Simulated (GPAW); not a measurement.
A run of GPAW 26.7.0 is set up as follows.

File run.py:

```python
from ase import Atoms
from ase.filters import FrechetCellFilter
from ase.io import write
from ase.optimize import BFGS
from gpaw import GPAW, PW, setup_paths

setup_paths.insert(0, '.')

atoms = Atoms(['Sn', 'Sn', 'O', 'O'],
              cell=[[3.81369522, 0.0, 0.0],
                    [0.0, 3.81369522, 0.0],
                    [0.0, 0.0, 4.8869133]],
              scaled_positions=[[0.5, 0.0, 0.76462614],
                                [0.0, 0.5, 0.23537386],
                                [0.0, 0.0, 0.0],
                                [0.5, 0.5, 0.0]],
              pbc=True)

calc = GPAW(mode=PW(800),
            xc='PBEsol',
            kpts={'size': (5, 5, 4), 'gamma': True},
            occupations={'name': 'fermi-dirac', 'width': 0.05},
            nbands=33,
            convergence={'density': 1e-05, 'forces': 0.0001},
            maxiter=150,
            txt='gpaw.txt')
atoms.calc = calc
opt = BFGS(FrechetCellFilter(atoms), trajectory='relax.traj', logfile='-')
done = opt.run(fmax=0.02, steps=60)
calc.write('gs.gpw')
write('result.traj', atoms)
print('Converged:', done)
print('Cell:', atoms.cell.cellpar().round(4))
print('Volume:', round(atoms.get_volume(), 4))
print(atoms.get_scaled_positions().round(5))
```

Potentials or basis: PAW data sets generated in the run's folder for this functional, pw.

Launch:

```console
$ gpaw-setup -f PBEsol O Sn
$ OMP_NUM_THREADS=1 python run.py
```

Question: Predict the band gap on the k mesh.

Answer: 0.29 eV, indirect (least direct gap 1.96 eV).

Question: Predict the relaxed cell.

Answer: a = 3.795 Å, b = 3.795 Å, c = 4.741 Å, α = 90.00°, β = 90.00°, γ = 90.00°.

Question: Predict the relaxed volume.

Answer: 17.07 Å³/atom.

Forces on the atoms (eV/Å):
```
Sn   0.000  0.000  0.013
Sn   0.000  0.000 -0.013
O    0.000  0.000  0.000
O    0.000  0.000  0.000
```

Caveat: later steps reuse the first step's grids; spin-orbit coupling is left out, which moves the levels of the heavy elements; an odd mesh through Γ misses points on the zone boundary, where band edges often lie.
